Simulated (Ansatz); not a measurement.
input.yaml (Ansatz)

```yaml
crystal:
  lattice:
    - [2.6708202351, 0.0, 0.0]
    - [0.0, 2.6708202351, 0.0]
    - [0.0, 0.0, 2.6708202351]
  atoms:
    - { symbol: Ir, position: [0.0, 0.0, 0.0], spin: 1.0 }
hamiltonian:
  xc: pbe
  pseudopotentials:
    kind: paw
    azcp:
      Ir: "pseudopotentials/Ir.paw.azcp"
basis:
  ecutwfc: 420
  fft_grid_basis: typed
kpoints:
  mp_grid: { grid: [20, 20, 20], shift: [0, 0, 0] }
magnetization:
  spin_polarized: true
scf:
  occupations: { method: fermi_dirac, width: 0.05 }
output:
  stress: true
```

Terminal output

```
Engine: ansatz 0.2.0, aarch64-unknown-linux-gnu
Pseudopotentials: kind: paw
Pseudopotential: Ir, paw, valence charge 17, recommended cutoff 420 eV (normal) 
Functional definition: PBE
  parameter kappa = 0.804
  parameter beta = 0.06672455060314922
  exchange = pbe_x(kappa = kappa, mu = beta*pi^2/3)
  correlation = pbe_c(beta = beta)
Crystal: 1 atoms, lattice volume = 19.052 Å³
Basis set: ecut = 420 eV, 365 PW (Γ)
Bands: 13, of which v1, the nominal top of the filled ones, is band 9 counted from 1 (8 counted from 0)
Symmetry: 48 space group operations
Space group: Pm-3m (ITA 221), of the structure as read, at distance tolerance 2.7e-5 Å
Magnetic group: BNS 221.92 (UNI 1594), of the structure as read, at distance tolerance 2.7e-5 Å
k-points: 286 of 8000
Non-local potential: Ir, projectors of the file, l = 0: 3, l = 1: 2, l = 2: 2, l = 3: 1
PAW form: soft (Blöchl's): semilocal exchange-correlation on the pseudo side does not see the compensation charge
PAW one-centre angular grid: Ir, 590 points (default); XC on 64 Gauss nodes
Initial density: superposition of atomic densities (chi_scale 0.1, normalization cell)
Starting moments: Σ|m| = 1 μB on 1 of 1 site
Initial wavefunctions: pseudopotential atomic-orbital guess
Functional: x = pbe(κ = 0.804, μ = 0.2195149727645171), c = pbe(β = 0.06672455060314922)
iter 1 solved again at ethr=9.20e-4 eV; its pass at ethr=3.10e-3 eV (dr2=1.56e-1 eV) is discarded
SCF iter   1: F=—  HF=-11934.123107 eV  |F-HF|=—  |Δ(HF+E_count)|=         —  Δρ=4.45e-2 (↑4.45e-2 ↓2.56e-2)  dr2=1.56e-1  dr2_m=1.89e-1  M=0.222 μB ∫|m|=0.222 μB  β_m=0.30  ethr=9.20e-4  ⟨swp⟩=1.0  Hψ=49909  notcnv=0
Mixer restart at iter 1: flushing history
SCF iter   2: F=—  HF=-11934.085839 eV  |F-HF|=—  |Δ(HF+E_count)|=   3.73e-2  Δρ=3.16e-2 (↑3.16e-2 ↓2.06e-2)  dr2=5.44e-2  dr2_m=1.08e-1  M=0.177 μB ∫|m|=0.177 μB  β_m=0.65  ethr=9.20e-4  ⟨swp⟩=1.9  Hψ=8495  notcnv=0
SCF iter   3: F=—  HF=-11934.156273 eV  |F-HF|=—  |Δ(HF+E_count)|=   7.04e-2  Δρ=4.91e-3 (↑4.91e-3 ↓4.37e-3)  dr2=5.65e-4  dr2_m=3.50e-3  M=0.042 μB ∫|m|=0.043 μB  β_m=0.70  ethr=3.20e-4  ⟨swp⟩=2.0  Hψ=9999  notcnv=0
SCF iter   4: F=—  HF=-11934.162236 eV  |F-HF|=—  |Δ(HF+E_count)|=   5.96e-3  Δρ=9.41e-4 (↑5.31e-4 ↓9.41e-4)  dr2=8.43e-5  dr2_m=7.22e-5  M=0.008 μB ∫|m|=0.009 μB  β_m=0.85  ethr=3.32e-6  ⟨swp⟩=2.1  Hψ=11257  notcnv=0
SCF iter   5: F=—  HF=-11934.162207 eV  |F-HF|=—  |Δ(HF+E_count)|=   2.88e-5  Δρ=2.17e-4 (↑2.17e-4 ↓1.07e-4)  dr2=1.82e-5  dr2_m=1.18e-6  M=0.001 μB ∫|m|=0.001 μB  β_m=0.93  ethr=4.96e-7  ⟨swp⟩=2.3  Hψ=11939  notcnv=0
SCF iter   6: F=—  HF=-11934.162214 eV  |F-HF|=—  |Δ(HF+E_count)|=   6.27e-6  Δρ=4.44e-5 (↑4.44e-5 ↓1.52e-5)  dr2=2.87e-7  dr2_m=1.42e-7  M=0.000 μB ∫|m|=0.000 μB  β_m=0.96  ethr=1.07e-7  ⟨swp⟩=2.3  Hψ=10486  notcnv=0
SCF iter   7: F=—  HF=-11934.162214 eV  |F-HF|=—  |Δ(HF+E_count)|=   4.16e-7  Δρ=3.62e-6 (↑3.62e-6 ↓1.79e-6)  dr2=4.61e-9  dr2_m=4.37e-10  M=-0.000 μB ∫|m|=0.000 μB  β_m=0.98  ethr=1.69e-9  ⟨swp⟩=2.2  Hψ=10733  notcnv=0
SCF iter   8: F=—  HF=-11934.162214 eV  |F-HF|=—  |Δ(HF+E_count)|=   5.08e-9  Δρ=2.82e-7 (↑2.16e-7 ↓2.82e-7)  dr2=9.28e-12  dr2_m=6.66e-12  M=-0.000 μB ∫|m|=0.000 μB  β_m=0.99  ethr=2.71e-11  ⟨swp⟩=2.5  Hψ=11411  notcnv=0
SCF iter   9: F=-11934.162214 eV  HF=-11934.162214 eV  |F-HF|=1.27e-11  |Δ(HF+E_count)|=  1.46e-11  Δρ=1.35e-7 (↑1.35e-7 ↓1.27e-7)  dr2=1.49e-11  dr2_m=9.09e-14  M=-0.000 μB ∫|m|=0.000 μB  ethr=1.00e-12  ⟨swp⟩=1.0  Hψ=17230  notcnv=0
SCF 1 converged in 9 iterations: F = -11934.162214 eV  dr2 = 1.49e-11
WARN: the starting moments were not kept: the SCF closed with an absolute magnetisation of 6.0e-7 μB, where they sum to 1 μB in size (1 site). That is at most 0.1 of that sum. Measured as dr2_m measures the in/out step, that magnetisation stands 9.8e-14 eV from none, at or under the dr2_threshold of 1.0e-7 eV: it is no larger than a step whose dr2_m would equal this threshold. The system may hold no moment; this SCF shows only that its start led to no more than that. To try another start: raise the starting moments (crystal.atoms[].spin, magnetization.per_species, magnetization.initial_magnetization, or on a non-collinear deck that types none of these the spinor_matrix: blocks that start its atoms; where the total moment is fixed, keep their sum and leave initial_magnetization as it is; typed ones take the place of any that the run laid by itself, positive ones on a crystal's lanthanoids without a Hubbard term where scf.initial_density.shell_occupations: [] is typed) or, if the notice of its spin-set hold's release reads "site moments contracting" or "site moments show no strong build", lengthen the hold (scf.mixing.spin_hold: { on: { confirm: 4 } }; for m-r²SCAN on two components see the key's manual first). Each may lead to a state that holds a moment. A second SCF, from the converged charge density, with the starting moments and any scf.initial_density.shell_occupations laid on it anew, would have followed, and was not run: the deck does not ask for one (magnetization.retry_lost_moments is false, the default). To let it run, set magnetization.retry_lost_moments: true and run the deck again, where that key's refused combinations let it; where memory then withholds it, that run's warning says so.
SCF converged after 9 iterations
Magnetization: -0.0000 μB (8.5000 up, 8.5000 down)
Absolute magnetization: 0.0000 μB (∫|ρ↑−ρ↓|, with the PAW one-centre terms)
Spin contamination: 0.0000 ħ² per cell (⟨S²⟩ above its minimum at these occupations)
Per-site moments (μB) at R_I (Å): [(-4.692978264794622e-7, 1.10171334697875)]
Free energy (F): -11934.162214 eV
Harris-Foulkes:  -11934.162214 eV  (|F-HF|=1.27e-11)
Internal energy: -11934.148374 eV  (E = F + TS)
E sigma→0 (E₀):  -11934.155294 eV
Entropy (-TS):   -0.013840 eV (-13.840 meV/atom)
Fermi energy:    17.364496 eV
--- Per-component energies (eV) ---
  E_band       = -205.870846
  E_kinetic    = 618.031161
  E_local      = -1484.806966  (includes V_loc(G=0)·N_el)
  E_nonlocal   = 74.145264
  E_hartree    = 557.554344
  E_xc         = -265.111844
  E_vxc        = -296.199797  (∫ρ·V_xc dr)
  E_paw        = -9223.514641  (= ΣΔE_a)
  E_vpaw       = -232.149082  (= ΣTr[D̂ρ^β])
  E_aug_tail   = 0.000060  (compensation charges beyond the density's cutoff)
  E_ewald      = -2210.445753
  E_smearing   = -0.013840  (= −TS)
  E_closure    = 0.000000  (closes the sum)
  Σ components = -11934.162214   (vs F -11934.162214, Δ=0.00e0)
--- Stress (GPa, compression-positive) ---
      -21.148443       0.000000       0.000000
       -0.000000     -21.148443       0.000000
        0.000000       0.000000     -21.148443
  P = ⅓ Tr σ = -21.1484 GPa (-211.484 kbar)
```
